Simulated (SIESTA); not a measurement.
Runs of SIESTA 5.4.2 on ZrN. The structure is cubic, space group Fm-3m (No. 225). Conventional cell: a = 4.600 Å, b = 4.600 Å, c = 4.600 Å, α = 90.00°, β = 90.00°, γ = 90.00°. Around Zr (site symmetry m-3m) lie 6 N at 2.30 Å. N (site symmetry m-3m) is surrounded by 6 Zr at 2.30 Å. 

```csv
potentials or basis,gap on the mesh (eV),pressure (GPa)
"PseudoDojo 0.4 standard (PBE files), TZDP (energy shift 0.003 Ry; two zetas on semicore shells)",none,1.6
"PseudoDojo 0.4 standard (PBE files), SZP (energy shift 0.003 Ry)",none,4.9
"PseudoDojo 0.4 standard (PBE files), DZ (energy shift 0.003 Ry; two zetas on semicore shells)",none,3.7
"PseudoDojo 0.4 standard (PBE files), TZP (energy shift 0.003 Ry; two zetas on semicore shells)",none,1.6
"PseudoDojo 0.4 standard (PBE files), SZ (energy shift 0.003 Ry)",none,(a)
```

Alike in all rows: task single point; level PBE; no spin polarisation; cell as given; k mesh 10 × 10 × 10; smearing fermi-dirac 0.05 eV; grid cutoff 800 Ry; energy shift 0.003 Ry.

Task: Fill in the values left out.

Result: (a) 0.9.

Caveats: the basis of atomic orbitals isn't converged, which shifts pressures, moduli and gaps; the basis has no polarisation orbitals (some runs).

A k mesh can miss the band edges, and the runs leave out spin-orbit coupling on Zr.

A gap of «none» marks a metal or a gap under the smearing width.
